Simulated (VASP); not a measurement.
# TaSi2 (P6_422) in VASP: notebook

One crystal, TaSi2, is run at these levels: PBE; tasks: density of states, electric field gradients, core levels, phonons.

Program: VASP 6.6.1. These are calculated values, not measurements. Logs are shortened: lines on timing, memory, paths and dates and some standing lists are left out, and cuts for length are marked.

**1. The structure**

Symmetry: P6_422, No. 181, hexagonal system. The conventional cell has a = 4.784 Å, b = 4.784 Å, c = 6.570 Å, α = 90.00°, β = 90.00°, γ = 120.00°. Ta (site symmetry 222) is surrounded by 10 Si at 2.61 to 2.83 Å. Si (site symmetry 2) is surrounded by 5 Si at 2.56 to 2.83 Å and 5 Ta at 2.61 to 2.83 Å.

**2. Density of states, PBE**

Contents of POSCAR:

```
TaSi2
1.0
    4.7839000000      0.0000000000      0.0000000000
   -2.3919500000      4.1429789292      0.0000000000
    0.0000000000      0.0000000000      6.5700000000
Ta Si
3 6
Direct
    0.0000000000      0.5000000000      0.3333333333
    0.5000000000      0.5000000000      0.6666666667
    0.5000000000      0.0000000000      0.0000000000
    0.3179400000      0.1589700000      0.3333333333
    0.1589700000      0.8410300000      0.6666666667
    0.8410300000      0.6820600000      0.0000000000
    0.6820600000      0.8410300000      0.3333333333
    0.8410300000      0.1589700000      0.6666666667
    0.1589700000      0.3179400000      0.0000000000
```

Contents of INCAR.step1:

```
PREC     = Accurate       # precision mode
ENCUT    = 520            # plane-wave cutoff, eV
EDIFF    = 1E-6           # SCF threshold, eV
ISMEAR   = 0              # smearing method
SIGMA    = 0.02           # smearing width, eV
LREAL    = F              # projectors in reciprocal space
LASPH    = T              # aspherical terms in the spheres
NELM     = 100            # most SCF steps
ALGO     = Normal         # electronic algorithm
ISIF     = 2              # what is computed and relaxed
LWAVE    = F              # write WAVECAR
LCHARG   = T              # write CHGCAR
LMAXMIX  = 4              # l up to which the mixer works
GGA      = PE             # functional
```

Contents of KPOINTS.step1:

```
regular mesh
0
Gamma
  5 5 3
```

Contents of INCAR.step2:

```
PREC     = Accurate       # precision mode
ENCUT    = 520            # plane-wave cutoff, eV
EDIFF    = 1E-6           # SCF threshold, eV
ISMEAR   = -5             # smearing method
SIGMA    = 0.02           # smearing width, eV
LREAL    = F              # projectors in reciprocal space
LASPH    = T              # aspherical terms in the spheres
NELM     = 100            # most SCF steps
ALGO     = Normal         # electronic algorithm
ISIF     = 2              # what is computed and relaxed
LWAVE    = F              # write WAVECAR
LCHARG   = F              # write CHGCAR
LMAXMIX  = 4              # l up to which the mixer works
GGA      = PE             # functional
LORBIT   = 10             # projections on sites
NEDOS    = 2001           # points of the DOS
ICHARG   = 11             # starting density
```

Contents of KPOINTS.step2:

```
regular mesh
0
Gamma
  8 8 5
```

Potentials or basis: VASP PAW PBE potentials, release 64 (Ta_pv, Si).

The run is started by

```sh
$ cat potpaw_PBE.64/Ta_pv/POTCAR potpaw_PBE.64/Si/POTCAR > POTCAR
$ cp INCAR.step1 INCAR
$ cp KPOINTS.step1 KPOINTS
$ mpirun -np 1 vasp_std > vasp.out
$ cp INCAR.step2 INCAR
$ cp KPOINTS.step2 KPOINTS
$ mpirun -np 1 vasp_std > vasp.out
```

OUTCAR:

```text
PREC = Accurate
   ENCUT = 520
   EDIFF = 1E-6
   ISMEAR = -5
   LREAL = F
   LASPH = T
   NELM = 100
   ISIF = 2
   GGA = PE
   LORBIT = 10
   ICHARG = 11

 ion  position               nearest neighbor table
   1  0.000  0.500  0.333-   6 2.61   9 2.61   8 2.61   5 2.61   4 2.73   7 2.73   4 2.73   7 2.73
                             7 2.83   4 2.83   3 3.24   3 3.24   2 3.24   2 3.24
   2  0.500  0.500  0.667-   6 2.61   9 2.61   7 2.61   4 2.61   5 2.73   8 2.73   5 2.73   8 2.73
                             8 2.83   5 2.83   3 3.24   3 3.24   1 3.24   1 3.24
   3  0.500  0.000  0.000-   4 2.61   7 2.61   5 2.61   8 2.61   9 2.73   6 2.73   9 2.73   6 2.73
                             9 2.83   6 2.83   2 3.24   1 3.24   2 3.24   1 3.24
   4  0.318  0.159  0.333-   9 2.56   5 2.56   3 2.61   2 2.61   7 2.63   1 2.73   1 2.73   1 2.83
                             7 2.83   7 2.83
   5  0.159  0.841  0.667-   6 2.56   4 2.56   3 2.61   1 2.61   8 2.63   2 2.73   2 2.73   2 2.83
                             8 2.83   8 2.83
   6  0.841  0.682  0.000-   5 2.56   7 2.56   1 2.61   2 2.61   9 2.63   3 2.73   3 2.73   3 2.83
                             9 2.83   9 2.83
   7  0.682  0.841  0.333-   6 2.56   8 2.56   3 2.61   2 2.61   4 2.63   1 2.73   1 2.73   1 2.83
                             4 2.83   4 2.83
   8  0.841  0.159  0.667-   9 2.56   7 2.56   3 2.61   1 2.61   5 2.63   2 2.73   2 2.73   2 2.83
                             5 2.83   5 2.83
   9  0.159  0.318  0.000-   8 2.56   4 2.56   1 2.61   2 2.61   6 2.63   3 2.73   3 2.73   3 2.83
                             6 2.83   6 2.83

  LATTYP: Found a hexagonal cell.
 ALAT       =     4.7839000000
 C/A-ratio  =     1.3733564665

  Lattice vectors:

 A1 = (   4.7839000000,   0.0000000000,   0.0000000000)
 A2 = (  -2.3919500000,   4.1429789292,   0.0000000000)
 A3 = (   0.0000000000,   0.0000000000,   6.5700000000)

Analysis of symmetry for initial positions (statically):
=====================================================================
 Subroutine PRICEL returns:
 Original cell was already a primitive cell.

 Routine SETGRP: Setting up the symmetry group for a
 hexagonal supercell.

 Subroutine GETGRP returns: Found 12 space group operations
 (whereof  4 operations were pure point group operations)
 out of a pool of 24 trial point group operations.

The static configuration has the point symmetry D_2 .
 The point group associated with its full space group is D_6 .

Analysis of symmetry for dynamics (positions and initial velocities):
=====================================================================
 Subroutine PRICEL returns:
 Original cell was already a primitive cell.

 Routine SETGRP: Setting up the symmetry group for a
 hexagonal supercell.

 Subroutine GETGRP returns: Found 12 space group operations
 (whereof  4 operations were pure point group operations)
 out of a pool of 24 trial point group operations.

The dynamic configuration has the point symmetry D_2 .
 The point group associated with its full space group is D_6 .

 Subroutine INISYM returns: Found 12 space group operations
 (whereof  4 operations are pure point group operations),
 and found     1 'primitive' translations

----------------------------------------------------------------------------------------

                                     Primitive cell

  volume of cell :     130.2148

  direct lattice vectors                    reciprocal lattice vectors
     4.783900000  0.000000000  0.000000000     0.209034470  0.120686107  0.000000000
    -2.391950000  4.142978929  0.000000000     0.000000000  0.241372215  0.000000000
     0.000000000  0.000000000  6.570000000     0.000000000  0.000000000  0.152207002

  length of vectors
     4.783900000  4.783900000  6.570000000     0.241372215  0.241372215  0.152207002

  position of ions in fractional coordinates (direct lattice)
     0.000000000  0.500000000  0.333333333
     0.500000000  0.500000000  0.666666667
     0.500000000  0.000000000  0.000000000
     0.317940000  0.158970000  0.333333333
     0.158970000  0.841030000  0.666666667
     0.841030000  0.682060000  0.000000000
     0.682060000  0.841030000  0.333333333
     0.841030000  0.158970000  0.666666667
     0.158970000  0.317940000  0.000000000

  ion indices of the primitive-cell ions
   primitive index   ion index
                 1           1
                 2           2
                 3           3
[... 24 lines left out ...]

  Shift w.r.t. Gamma in fractional coordinates (k-lattice)
     0.000000000  0.000000000  0.000000000

 TETIRR: Found    308 inequivalent tetrahedra from     1920

 Subroutine IBZKPT returns following result:
 ===========================================

 Found     30 irreducible k-points:

 Following reciprocal coordinates:
            Coordinates               Weight
  0.000000  0.000000  0.000000      1.000000
  0.125000 -0.000000  0.000000      6.000000
  0.250000 -0.000000  0.000000      6.000000
  0.375000 -0.000000  0.000000      6.000000
  0.500000 -0.000000  0.000000      3.000000
  0.125000  0.125000  0.000000      6.000000
[... 16 lines left out ...]
  0.250000 -0.000000  0.400000     12.000000
  0.375000 -0.000000  0.400000     12.000000
 [... further k-points ...]
   k-points           NKPTS =     30   k-points in BZ     NKDIM =     30   number of bands    NBANDS=     34
   number of dos      NEDOS =   2001   number of ions     NIONS =      9
   total plane-waves  NPLWV =  64800
   dimension x,y,z NGX =    36 NGY =   36 NGZ =   50
   dimension x,y,z NGXF=    72 NGYF=   72 NGZF=  100
   ions per type =               3   6
   NGX,Y,Z   is equivalent  to a cutoff of  12.51, 12.51, 12.65 a.u.
   NGXF,Y,Z  is equivalent  to a cutoff of  25.02, 25.02, 25.30 a.u.
 SYSTEM =  unknown system
   PREC   = accura    normal or accurate (medium, high low for compatibility)
   ISTART =      0    job   : 0-new  1-cont  2-samecut
   ICHARG =     11    charge: 1-file 2-atom 10-const
   ISPIN  =      1    spin polarized calculation?
   LNONCOLLINEAR =      F non collinear calculations
   LSORBIT =      F    spin-orbit coupling
   LASPH  =      T    aspherical Exc in radial PAW
   ENCUT  =  520.0 eV  38.22 Ry    6.18 a.u.   8.89  8.89 12.22*2*pi/ulx,y,z
   NELM   =    100;   NELMIN=  2; NELMDL=  0     # of ELM steps
   EDIFF  = 0.1E-05   stopping-criterion for ELM
   LREAL  =      F    real-space projection
   EDIFFG = 0.1E-04   stopping-criterion for IOM
   NSW    =      0    number of steps for IOM
   IBRION =     -1    ionic relax: 0-MD 1-quasi-New 2-CG
   NFREE  =      0    steps in history (QN), initial steepest desc. (CG)
   ISIF   =      2    stress and relaxation
   ISYM   =      2    0-nonsym 1-usesym 2-fastsym
   POTIM  = 0.5000    time-step for ionic-motion
   TEBEG  =    0.0;   TEEND  =   0.0 temperature during run
   PSTRESS=    0.0 pullay stress
   NELECT =      57.0000    total number of electrons
   NUPDOWN=      -1.0000    fix difference up-down
   EMIN   =  10.00;   EMAX   =-10.00  energy-range for DOS
   EFERMI =   0.00;   METHOD = LEGACY
   ISMEAR =    -5;   SIGMA  =   0.02  broadening in eV -4-tet -1-fermi 0-gaus
   EFERMI_NEDOS =   21; number of points for ismear=-14 and -15
   IALGO  =     38    algorithm
   IMIX   =      4    mixing-type and parameters
     AMIX     =   0.40;   BMIX     =  1.00
     AMIX_MAG =   1.60;   BMIX_MAG =  1.00
  volume/ion in A,a.u.               =      14.47        97.64
  Fermi-wavevector in a.u.,A,eV,Ry     =   1.243025  2.348976 21.022500  1.545110
  Thomas-Fermi vector in A             =   2.377353
   LORBIT       =     10    0 simple, 1 ext, 2 COOP (PROOUT), +10 PAW based schemes
   GGA     = PE    functional components
   LHFCALC =     F    Hartree Fock is set to
   AEXX    =    0.0000 exact exchange contribution
   IVDW    =     0    specifies the selected vdW correction
   LEPSILON=     F    determine dielectric tensor
   LRPA    =     F    only Hartree local field effects (RPA)
 non-spin polarized calculation
 Fermi weights with tetrahedron method with Bloechl corrections
  energy-cutoff  :      520.00
  volume of cell :      130.21
 maximum number of plane-waves:      3523
 NGX is ok and might be reduce to    36

 number of electron      57.0000004 magnetization

 Free energy of the ion-electron system (eV)
  ---------------------------------------------------
  ext. energy  EPLUGINS =         0.00000000
  ---------------------------------------------------
  free energy    TOTEN  =       -72.25801202 eV

  energy without entropy =      -72.25801202  energy(sigma->0) =      -72.25801202

 E-fermi :   9.3319     XC(G=0): -12.0751

 val. band max:        9.3259128792   @ k =   0.5000  -0.0000   0.0000
 cond. band min:       9.3550509776   @ k =   0.3750   0.1250   0.2000
 fundamental gap:      0.0291380984
 Fermi energy:         9.3319038406

 k-point     1 :       0.0000    0.0000    0.0000
  band No.  band energies     occupation
      1     -24.9969      2.00000
      2     -24.9968      2.00000
      3     -24.9914      2.00000
      4     -24.9113      2.00000
      5     -24.9112      2.00000
      6     -24.8350      2.00000
[... 877 lines left out ...]
     33      11.6215      0.00000
     34      12.1249      0.00000

 [... further k-points ...]
[... 5 lines left out ...]
  --------------------------------------------------------------------------------------
  -------------------------------------------------------------------------------------
  Total        1.8552482      1.8552482      1.7743253     -0.0000000      0.0000000      0.0000000
  in kB       22.8271884     22.8271884     21.8315037     -0.0000000      0.0000000      0.0000000
  external PRESSURE =      22.4952935 kB  Pullay stress =       0.0000000 kB

 VOLUME and BASIS-vectors are now :
 -----------------------------------------------------------------------------
  energy-cutoff  :      520.00
  volume of cell :      130.21
      direct lattice vectors                 reciprocal lattice vectors
     4.783900000  0.000000000  0.000000000     0.209034470  0.120686107  0.000000000
    -2.391950000  4.142978929  0.000000000     0.000000000  0.241372215  0.000000000
     0.000000000  0.000000000  6.570000000     0.000000000  0.000000000  0.152207002

 POSITION                                       TOTAL-FORCE (eV/Angst)
 -----------------------------------------------------------------------------------
     -1.19598      2.07149      2.19000         0.000000      0.000000     -0.000000
      1.19598      2.07149      4.38000         0.000000      0.000000     -0.000000
      2.39195      0.00000      0.00000         0.000000      0.000000      0.000000
      1.14074      0.65861      2.19000        -0.001847     -0.001067      0.000000
     -1.25121      3.48437      4.38000        -0.001847      0.001067      0.000000
      2.39195      2.82576      0.00000         0.000000      0.002133      0.000000
      1.25121      3.48437      2.19000         0.001847      0.001067      0.000000
      3.64316      0.65861      4.38000         0.001847     -0.001067     -0.000000
     -0.00000      1.31722      0.00000         0.000000     -0.002133      0.000000
 -----------------------------------------------------------------------------------
    total drift:                               -0.000000      0.000000      0.000000

  FREE ENERGIE OF THE ION-ELECTRON SYSTEM (eV)
  ---------------------------------------------------
  free  energy   TOTEN  =       -72.2580120154 eV

  energy  without entropy=      -72.2580120154  energy(sigma->0) =      -72.25801202

 total charge

# of ion       s       p       d       tot
------------------------------------------
    1        0.287   6.194   2.516   8.997
    2        0.287   6.194   2.516   8.997
    3        0.287   6.194   2.516   8.997
    4        0.753   0.886   0.000   1.639
    5        0.753   0.886   0.000   1.639
    6        0.753   0.886   0.000   1.639
    7        0.753   0.886   0.000   1.639
    8        0.753   0.886   0.000   1.639
    9        0.753   0.886   0.000   1.639
--------------------------------------------------
tot          5.377  23.898   7.549  36.823
```

Wall time 2.5 min (1 thread of Intel Xeon Platinum 8488C (Sapphire Rapids), shared host); peak memory 0.28 GiB.

Results:

* Valence electrons inside the program's atomic spheres: Ta 9.00; Si 1.64

Levels at points of the mesh, in eV from the Fermi level:
| k point | band 27 | band 28 | band 29 | band 30 | band 31 | band 32 |
| --- | --- | --- | --- | --- | --- | --- |
| (0.00, 0.00, 0.00) | -2.15 | -2.15 | -1.45 | 0.77 | 3.02 | 3.02 |
| (0.50, 0.00, 0.00) | -0.70 | -0.05 | -0.01 | 0.91 | 1.22 | 1.59 |

States per cell in windows of 0.5 eV (zero at the Fermi level; states under -8 eV left out):
```csv
from (eV),total,Ta1_d,Ta2_d,Ta3_d,Si4_p,Si5_p,Si6_p
-8.0,1.32,0.03,0.03,0.03,0.02,0.02,0.02
-7.5,1.14,0.03,0.03,0.03,0.02,0.02,0.02
-7.0,1.12,0.03,0.03,0.03,0.02,0.02,0.02
-6.5,0.75,0.03,0.03,0.03,0.02,0.02,0.02
-6.0,1.88,0.07,0.07,0.07,0.06,0.06,0.06
-5.5,1.71,0.07,0.07,0.07,0.06,0.06,0.06
-5.0,1.76,0.08,0.08,0.08,0.06,0.06,0.06
-4.5,1.34,0.07,0.07,0.07,0.04,0.04,0.04
-4.0,1.54,0.09,0.09,0.09,0.05,0.05,0.05
-3.5,2.13,0.14,0.14,0.14,0.06,0.06,0.06
-3.0,3.58,0.30,0.30,0.30,0.11,0.11,0.11
-2.5,5.64,0.57,0.57,0.57,0.16,0.16,0.16
-2.0,2.90,0.32,0.32,0.32,0.07,0.07,0.07
-1.5,1.90,0.25,0.25,0.25,0.04,0.04,0.04
-1.0,0.97,0.14,0.14,0.14,0.02,0.02,0.02
-0.5,1.23,0.19,0.19,0.19,0.02,0.02,0.02
0.0,1.30,0.21,0.21,0.21,0.02,0.02,0.02
0.5,1.08,0.18,0.18,0.18,0.01,0.01,0.01
1.0,1.42,0.18,0.18,0.18,0.03,0.03,0.03
1.5,1.88,0.19,0.19,0.19,0.04,0.04,0.04
2.0,2.73,0.34,0.34,0.34,0.05,0.05,0.05
2.5,2.12,0.25,0.25,0.25,0.04,0.04,0.04
3.0,0.46,0.06,0.06,0.06,0.01,0.01,0.01
3.5,0.00,0.00,0.00,0.00,0.00,0.00,0.00
4.0,0.00,0.00,0.00,0.00,0.00,0.00,0.00
4.5,0.00,0.00,0.00,0.00,0.00,0.00,0.00
```

Caveat: tetrahedron occupations give inexact forces and stress in metals. Spin-orbit coupling is left out, which matters for the levels of Ta.

(Continued in part 2 of 3.)
